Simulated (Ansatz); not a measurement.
**SiC (P6_3mc), zone-centre modes**

Theory: DFT r2SCAN, scalar-relativistic, plane waves, PAW in Ansatz. The runs took a 500 eV cutoff, a Γ-centred 12×12×6 mesh and Gaussian smearing (0.05 eV). No spin polarisation.

Reference structure (relaxed at this level):

```
Si C
1.0
     3.07520    0.00000    0.00000
    -1.53760    2.66320    0.00000
     0.00000    0.00000    5.04817
Si C
2 2
Direct
  0.33333 0.66667 0.00460
  0.66667 0.33333 0.50460
  0.33333 0.66667 0.38040
  0.66667 0.33333 0.88040
```

Harmonic modes by finite displacements of 0.02 Å, without the LO–TO term.

(1) At this geometry, is the structure stable against these modes?

(2) List the wavenumbers in cm⁻¹.

## Answers

(1) Yes: no mode is imaginary beyond 10 cm⁻¹, and only the three translations lie near zero.

(2) 0, 0, 0, 271, 271, 605, 765, 765, 773, 803, 803, 846.

Cost: 1 run of about 1.7 core-minutes, on Oxide Virtual Turin-like Processor (Zen 5) (shared hosts).